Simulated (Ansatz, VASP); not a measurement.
GaN in VASP and in Ansatz

```xyz
4
Lattice="3.1348 0.0000 0.0000 -1.5674 2.7149 0.0000 0.0000 0.0000 5.2632" Properties=species:S:1:pos:R:3 pbc="T T T"
Ga    0.0000    1.8099    5.2590
Ga    1.5674    0.9050    2.6274
N     0.0000    1.8099    1.9779
N     1.5674    0.9050    4.6095
```

Change from the starting cell: strain -0.015 along x and y, +0.015 along z, atoms carried along.

Alike in both runs: task single point; functional PBEsol; k mesh 12 × 12 × 6; occupations gaussian, width 0.05 eV; no spin polarisation.

|  | VASP | Ansatz |
| --- | --- | --- |
| version | VASP 6.6.1 | Ansatz 0.2.0 |
| potentials or method | VASP PAW PBE potentials, release 64 (Ga_d, N) | scalar-relativistic, plane waves, PAW |
| plane-wave cutoff (eV) | 520 | 420 |
| valence electrons in the cell | 36 | 36 |

```tsv
	VASP	Ansatz	Ansatz less VASP
gap on the k mesh at the Fermi level (eV)	1.89	1.88	-0.019
least direct gap on the mesh (eV)	1.89	1.88	-0.019
pressure (GPa)	3.1	3.3	+0.23
largest component of the traceless stress (GPa)	7.77	7.80	+0.025
rms of the force components (eV/Å)	0.166	0.171	+0.0046
```

Atom by atom the forces differ by 0.005 eV/Å (rms over components).

Caveats: the PAW data sets were made with another functional, which shifts forces and pressure a little (VASP).
